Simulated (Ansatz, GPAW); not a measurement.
This is a calculation of BN for GPAW 26.7.0 (ASE script). The cell is a database's computed one, not the measured one.

run.py

```python
from ase.dft.bandgap import bandgap
from ase.io import read, write
from ase.units import GPa
from gpaw import GPAW, PW

atoms = read('POSCAR')

calc = GPAW(mode=PW(800),
            xc='PBE',
            kpts={'size': (13, 13, 13), 'gamma': True},
            occupations={'name': 'methfessel-paxton', 'order': 0, 'width': 0.015},
            nbands=11,
            convergence={'density': 1e-05, 'energy': 1e-05},
            maxiter=150,
            txt='gpaw.txt')
atoms.calc = calc
energy = atoms.get_potential_energy()
forces = atoms.get_forces()
stress = atoms.get_stress()
calc.write('gs.gpw')
write('result.traj', atoms)
print(f'Energy: {energy:.6f} eV')
print('Forces (eV/A):')
print(forces.round(4))
print('Stress (GPa):', (stress / GPa).round(3))
print('Fermi level:', round(calc.get_fermi_level(), 4), 'eV')
print(f'Gap: {bandgap(calc)[0]:.4f} eV, direct: {bandgap(calc, direct=True)[0]:.4f} eV')
```

File POSCAR:

```
BN
1.0
    0.0000000000      1.8130010000      1.8130010000
    1.8130010000      0.0000000000      1.8130010000
    1.8130010000      1.8130010000      0.0000000000
N B
1 1
Direct
    0.2500000000      0.2500000000      0.2500000000
    0.0000000000      0.0000000000      0.0000000000
```

Potentials or basis: GPAW PAW data sets (gpaw-data 1.2.1), pw.

Command:

```bash
$ OMP_NUM_THREADS=1 python run.py
```

Task: Set up the same calculation for Ansatz 0.2.0. Potentials or basis there: Ansatz PAW, cutoff 420 eV.

Result: As run (cutoffs and basis follow the program's own potentials, and thresholds, step limits or extra output files can differ):

File input.yaml:

```yaml
crystal:
  lattice:
    - [0.0, 1.813001, 1.813001]
    - [1.813001, 0.0, 1.813001]
    - [1.813001, 1.813001, 0.0]
  atoms:
    - { symbol: "N", position: [0.25, 0.25, 0.25] }
    - { symbol: B, position: [0.0, 0.0, 0.0] }
hamiltonian:
  xc: pbe
  pseudopotentials: { kind: paw }
kpoints:
  mp_grid: { grid: [13, 13, 13] }
scf:
  occupations: { method: gaussian, width: 0.015 }
output:
  forces: true
  stress: true
  eigenvalues: true
  write_density: true
  write_potential: true
  elf: true
  volumetric_format: npy
```

Potentials or basis: Ansatz PAW.

Command:

```console
$ ansatz run input.yaml --threads 2 --pin off --max-ram 5632MiB --backend cpu --events-out ev --progress --plain --runs-dir out
```

Both were run:

|  | GPAW | Ansatz |
| --- | --- | --- |
| Pressure | -1.6 GPa | -0.4 GPa |

Ansatz's pressure holds a Pulay term of +1.05 GPa for its cutoff of 420 eV, which the other run lacks.

Where Ansatz's input types no cutoff or centring, it takes its own default and a Γ-centred mesh.

Pressure is positive in compression.
